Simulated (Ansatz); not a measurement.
# WSe2: the cost of one run

Method: DFT PBEsol, scalar-relativistic, plane waves, PAW, in Ansatz 0.2.0.

1 further run of the same task is left out (it didn't finish).

**1. The system as given**

The structure is hexagonal, space group P6_3/mmc (No. 194). Conventional cell: a = 3.320 Å, b = 3.320 Å, c = 13.737 Å, α = 90.00°, β = 90.00°, γ = 120.00°. W (site symmetry -6m2) has 6 Se at 2.54 Å as nearest neighbours. Around Se (site symmetry 3m) lie 3 W at 2.54 Å.

As a file:

```
CELL_PARAMETERS angstrom
3.31993 0.00000 0.00000
-1.65997 2.87515 0.00000
0.00000 0.00000 13.73719
ATOMIC_POSITIONS crystal
W 0.66667 0.33333 0.75000
W 0.33333 0.66667 0.25000
Se 0.33333 0.66667 0.87100
Se 0.66667 0.33333 0.37100
Se 0.33333 0.66667 0.62900
Se 0.66667 0.33333 0.12900
```

The structure comes from the Materials Project (structure only).

(A quick probe on a coarse mesh, which set the mesh and smearing, is not shown.)

**3. Full relaxation**

Input file input.yaml:

```yaml
crystal:
  lattice:
    - [3.3199329218, 0.0, 0.0]
    - [-1.6599664609, 2.8751462491, 0.0]
    - [0.0, 0.0, 13.7371873]
  atoms:
    - { symbol: W, position: [0.66666667, 0.33333333, 0.75] }
    - { symbol: W, position: [0.33333333, 0.66666667, 0.25] }
    - { symbol: Se, position: [0.33333333, 0.66666667, 0.87100079] }
    - { symbol: Se, position: [0.66666667, 0.33333333, 0.37100079] }
    - { symbol: Se, position: [0.33333333, 0.66666667, 0.62899921] }
    - { symbol: Se, position: [0.66666667, 0.33333333, 0.12899921] }
basis:
  ecutwfc: 420
kpoints:
  mp_grid: { grid: [12, 12, 2] }
hamiltonian:
  xc: pbesol
scf:
  occupations: { method: gaussian, width: 0.02 }
output:
  forces: true
  stress: true
  eigenvalues: true
relax:
  adjacent_minimum: "off"
  f_tol: 0.005
  max_steps: 80
  cell: { stress_tol: 0.05 }
```

Run with:

```bash
$ ansatz run input.yaml --threads 1 --pin off --max-ram 2560MiB --backend cpu --events-out ev --progress --plain --runs-dir out
```

Q: Estimate wall time and peak memory on 1 thread of Intel Xeon at 2.50GHz (Skylake/Cascade Lake), shared host.

About 2.9 min, with a peak of 0.55 GiB.
